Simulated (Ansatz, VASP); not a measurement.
Two plane-wave programs on Pd

```
Pd
1.0
     0.00000    2.10049    1.78931
     2.10049    0.00000    1.78931
     2.10049    2.10049    0.00000
Pd
1
Direct
  0.00000 0.00000 0.00000
```

Change from the starting cell: strain +0.080 along x and y, -0.080 along z, atoms carried along.

Alike in both runs: task single point; functional LDA; k mesh 20 × 20 × 20; occupations gaussian, width 0.15 eV; no spin polarisation.

```csv
,VASP,Ansatz
version,VASP 6.6.1,Ansatz 0.2.0
potentials or method,"VASP PAW LDA potentials, release 64 (Pd)","scalar-relativistic, plane waves, PAW"
plane-wave cutoff (eV),520,420
valence electrons in the cell,10,18
```

|  | VASP | Ansatz | Ansatz less VASP |
| --- | --- | --- | --- |
| gap on the k mesh at the Fermi level (eV) | none | none | - |
| pressure (GPa) | -17.6 | -17.8 | -0.21 |
| largest component of the traceless stress (GPa) | 2.13 | 2.16 | +0.022 |

A gap of «none» marks a metal or a gap that the smearing closes. The two sets of potentials don't hold the same shells in valence.

Caveats: so large a pressure means that the cell lies far from this level's equilibrium, or that cutoff or potentials fall short (VASP).
